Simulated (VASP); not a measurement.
# BN: relaxation of cell and atoms with LDA

The system is BN.

```
B N
1.0
     2.49068    0.00000    0.00000
    -1.24534    2.15699    0.00000
     0.00000    0.00000    6.46100
B N
2 2
Direct
  0.33333 0.66667 0.25000
  0.66667 0.33333 0.75000
  0.33333 0.66667 0.75000
  0.66667 0.33333 0.25000
```

```json
{
 "Program": "VASP 6.6.1",
 "Task": "relaxation of cell and atoms",
 "Functional": "LDA",
 "Potentials or basis": "VASP PAW LDA potentials, release 64 (B, N)",
 "Cutoff": "520 eV",
 "k mesh": "15 × 15 × 6",
 "Occupations": "gaussian, width 0.02 eV",
 "Spin": "no spin polarisation",
 "Further INCAR settings": "ALGO = Normal; EDIFF = 1e-07; IBRION = 2; EDIFFG = -0.002; NSW = 80; ISIF = 3"
}
```

* Pressure after relaxing: 0.0 GPa
* Band gap on the k mesh: 4.06 eV, indirect (least direct gap 4.45 eV)

Final structure:
```xyz
4
Lattice="2.4907 0.0000 0.0000 -1.2453 2.1570 0.0000 0.0000 0.0000 6.4610" Properties=species:S:1:pos:R:3 pbc="T T T"
B     0.0000    1.4380    1.6153
B     1.2453    0.7190    4.8458
N     0.0000    1.4380    4.8458
N     1.2453    0.7190    1.6153
```

Levels at points of the mesh, in eV from the valence-band top:
| k point | band 5 | band 6 | band 7 | band 8 | band 9 | band 10 | band 11 | band 12 |
| --- | --- | --- | --- | --- | --- | --- | --- | --- |
| (0.00, 0.00, 0.00) | -1.37 | -1.37 | -1.32 | -1.32 | 5.08 | 10.38 | 11.50 | 11.59 |
| (0.00, 0.00, 0.50) | -1.35 | -1.35 | -1.35 | -1.35 | 7.68 | 7.68 | 11.58 | 11.58 |

Run time: 17 s on 4 MPI ranks on Intel(R) Xeon(R) Platinum 8488C (Sapphire Rapids) (shared host), peak memory 0.15 GiB a rank.

Caveat: the relaxation stopped at its first step, so nothing moved; an odd mesh through Γ misses points on the zone boundary, where band edges often lie.
